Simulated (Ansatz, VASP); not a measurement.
## Two plane-wave programs on Zn3Cu

```xyz
4
Lattice="1.5150 -2.1666 0.0000 1.5150 2.1666 0.0000 0.0000 0.0000 8.5410" Properties=species:S:1:pos:R:3 pbc="T T T"
Zn    1.5150    0.0000    6.5226
Zn    0.0000    0.0000    4.2705
Zn    1.5150    0.0000    2.0184
Cu    0.0000    0.0000    0.0000
```

The cell comes from a database or a generator and needn't be the stable form of this composition.

Alike in both runs: task single point; functional PBEsol; k mesh 16 × 16 × 6; occupations gaussian, width 0.1 eV; no spin polarisation.

|  | VASP | Ansatz |
| --- | --- | --- |
| version | VASP 6.6.1 | Ansatz 0.2.0 |
| potentials or method | VASP PAW PBE potentials, release 64 (Zn, Cu) | scalar-relativistic, plane waves, PAW |
| plane-wave cutoff (eV) | 520 | 420 |
| valence electrons in the cell | 47 | 55 |

|  | VASP | Ansatz | Ansatz less VASP |
| --- | --- | --- | --- |
| gap on the k mesh at the Fermi level (eV) | none | none | - |
| pressure (GPa) | -5.5 | -6.0 | -0.51 |
| largest component of the traceless stress (GPa) | 0.50 | 0.50 | -0.008 |
| rms of the force components (eV/Å) | 0.000 | 0.004 | +0.0038 |

Atom by atom the forces differ by 0.004 eV/Å (rms over components). A gap of «none» marks a metal or a gap that the smearing closes. The functional is the same, so the differences come from potentials, cutoffs and numerics. The two sets of potentials don't hold the same shells in valence.

Caveats: the PAW data sets were made with another functional, which shifts forces and pressure a little (VASP).
